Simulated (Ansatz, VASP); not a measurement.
## Two plane-wave programs on Ba

```xyz
1
Lattice="-2.4597 2.4597 2.5827 2.4597 -2.4597 2.5827 2.4597 2.4597 -2.5827" Properties=species:S:1:pos:R:3 pbc="T T T"
Ba    0.0000    0.0000    0.0000
```

Alike in both runs: task single point; functional PBEsol; k mesh 16 × 16 × 16; occupations gaussian, width 0.15 eV; no spin polarisation.

|  | VASP | Ansatz |
| --- | --- | --- |
| version | VASP 6.6.1 | Ansatz 0.2.0 |
| potentials or method | VASP PAW PBE potentials, release 64 (Ba_sv) | scalar-relativistic, plane waves, PAW |
| plane-wave cutoff (eV) | 520 | 420 |
| valence electrons in the cell | 10 | 10 |

```tsv
	VASP	Ansatz	Ansatz less VASP
gap on the k mesh at the Fermi level (eV)	none	none	-
pressure (GPa)	-0.5	-0.6	-0.06
largest component of the traceless stress (GPa)	0.12	0.12	-0.002
```

A gap of «none» marks a metal or a gap that the smearing closes.

Caveats: the PAW data sets were made with another functional, which shifts forces and pressure a little (VASP). Spin-orbit coupling is left out, which matters for the levels of Ba.
